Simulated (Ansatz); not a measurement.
V in Ansatz: the effect of functional

V:

```
V
1.0
    -1.50419    1.50419    1.50419
     1.50419   -1.50419    1.50419
     1.50419    1.50419   -1.50419
V
1
Direct
  0.00000 0.00000 0.00000
```

The cell isn't the ideal one: volume scaled by 0.98.

Alike in all runs:

- Program: Ansatz 0.2.0
- Task: single point
- Potentials or basis: Ansatz PAW
- k mesh: 12 × 12 × 12
- Occupations: fermi-dirac, width 0.05 eV
- Spin: collinear spin, ferromagnetic start
- Starting moments: [2.0] μB

```tsv
functional	cutoff	pressure (GPa)	moment (μB)
LDA	420 eV (not typed: the program's choice for these potentials)	?	?
r2SCAN	500 eV (not typed: the program's choice for these potentials)	-3.4	0.52
PBE	420 eV (not typed: the program's choice for these potentials)	-2.0	0.00
```

Task: What does the run with functional LDA give?

Result: Pressure -14.9 GPa; moment 0.00 μB.

Caveats: the PAW data sets come from PBE, with cores solved anew for the run's functional, which leaves a small shift of forces and pressure (some runs); the starting moments weren't kept (some runs); the magnetic or orbital state may not be the lowest (some runs).
